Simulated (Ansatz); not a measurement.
AlN (started from an entry of an open crystallographic database), 4 atoms and 16 valence electrons in a cell of about 42 Å³, was run 18 times in the PAW code Ansatz, each time on 2 threads of AMD EPYC 9R45 96-Core Processor (Zen 5), on a shared host. The times are single readings and vary with the host's load.

```tsv
run	k mesh	irreducible k	cutoff (eV)	plane waves	bands	SCF iterations	wall time	peak host memory (GiB)
relaxation, PBE	12×12×6	76	420	833	12	50	5.2 s	0.42
relaxation, r2SCAN	12×12×6	76	500	1087	12	25	5.7 s	0.53
bands, PBE	12×12×6	76	420	809	13	6	1.3 s	0.4
single point, r2SCAN	12×12×6	76	500	1087	13	7	2.1 s	0.51
single point, HSE06	6×6×4	21	420	809	13	11	?	?
single point, PBE0	6×6×4	21	420	809	13	12	?	?
single point, LDA	12×12×6	76	420	809	13	6	0.95 s	0.38
G0W0, PBE, 124 empty bands, 120 eV	6×6×4	21	420	809	12	6	19 s	0.44
relaxation, PBEsol	12×12×6	76	420	809	12	42	?	?
Γ phonons, PBEsol	9×9×4	95	420	809	12	10	11 s	0.58
field response, r2SCAN	9×9×4	95	500	1087	12	12	?	?
field response, PBE	9×9×4	95	420	809	12	10	?	?
G0W0, PBE, 308 empty bands, 220 eV	6×6×4	21	420	809	12	6	2.2 min	0.81
single point, DDH-PBE0	6×6×4	21	420	809	13	12	?	?
relaxation, LDA	12×12×6	76	420	785	12	50	?	?
relaxation, HSE06	6×6×4	21	420	809	12	50	?	?
single point, Hartree-Fock	6×6×4	21	420	809	13	21	?	?
single point, r2SCAN0	6×6×4	21	500	1087	13	13	21 s	1.2
```

Task: Estimate the missing times and memories.

Result:
```csv
run,wall time,peak host memory (GiB)
"single point, HSE06",14 s,0.89
"relaxation, HSE06",21 s,0.93
"relaxation, PBEsol",4.1 s,0.42
"relaxation, LDA",4.7 s,0.41
"single point, PBE0",11 s,0.9
"single point, Hartree-Fock",16 s,0.94
"field response, r2SCAN",17 s,0.86
"field response, PBE",8.2 s,0.55
"single point, DDH-PBE0",18 s,0.95
```
